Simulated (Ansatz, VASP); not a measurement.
## One calculation of Bi, two programs

```
CELL_PARAMETERS angstrom
-1.87757 1.87757 1.87757
1.87757 -1.87757 1.87757
1.87757 1.87757 -1.87757
ATOMIC_POSITIONS crystal
Bi 0.00000 0.00000 0.00000
```

This isn't the form of Bi at room conditions, which is rhombohedral.

Alike in both runs: functional PBEsol; k mesh 16 × 16 × 16; occupations gaussian, width 0.3 eV; no spin polarisation.

Ansatz relaxed the structure, and its values are those at the end. VASP's run is a single point on that final structure, the one shown.

```csv
,VASP,Ansatz
version,VASP 6.6.1,Ansatz 0.2.0
potentials or method,"VASP PAW PBE potentials, release 64 (Bi_d)","scalar-relativistic, plane waves, PAW"
plane-wave cutoff (eV),520,420
valence electrons in the cell,15,15
```

```tsv
	VASP	Ansatz	Ansatz less VASP
gap on the k mesh at the Fermi level (eV)	none	none	-
pressure (GPa)	10.1	10.1	+0.03
```

A gap of «none» marks a metal or a gap that the smearing closes.

Caveats: the PAW data sets were made with another functional, which shifts forces and pressure a little (VASP); spin-orbit coupling is left out, which moves the levels of the heavy elements.
